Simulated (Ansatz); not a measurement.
The system is ScAl3.

```
Sc Al
1.0
     4.08781    0.00000    0.00000
     0.00000    4.08781    0.00000
     0.00000    0.00000    4.08781
Sc Al
1 3
Direct
  0.00000 0.00000 0.00000
  0.50000 0.50000 0.00000
  0.00000 0.50000 0.50000
  0.50000 0.00000 0.50000
```

The cell is a database's computed one.

Program: Ansatz 0.2.0. Alike in all runs: task projected density of states; potentials or basis Ansatz PAW; no spin polarisation; cell as given; k mesh 4 × 4 × 4; cutoff (eV) 420; smearing fermi-dirac 0.05 eV; the mesh is coarse, so values aren't converged.

Question: Order these runs on this cell by their pressure, lowest first.
A. level HSE06
B. level LDA
C. level BLYP

Answer: B (-3.4 GPa), A (0.4 GPa), C (4.1 GPa).

Caveats: all runs use coarse meshes; the PAW data sets come from PBE, with cores solved anew for the run's functional, which leaves a small shift of forces and pressure; the density of states is complete only up to the lowest level of the last band computed; the thresholds are loose for stress (some runs).

Runs at the PBE level aren't shown here.
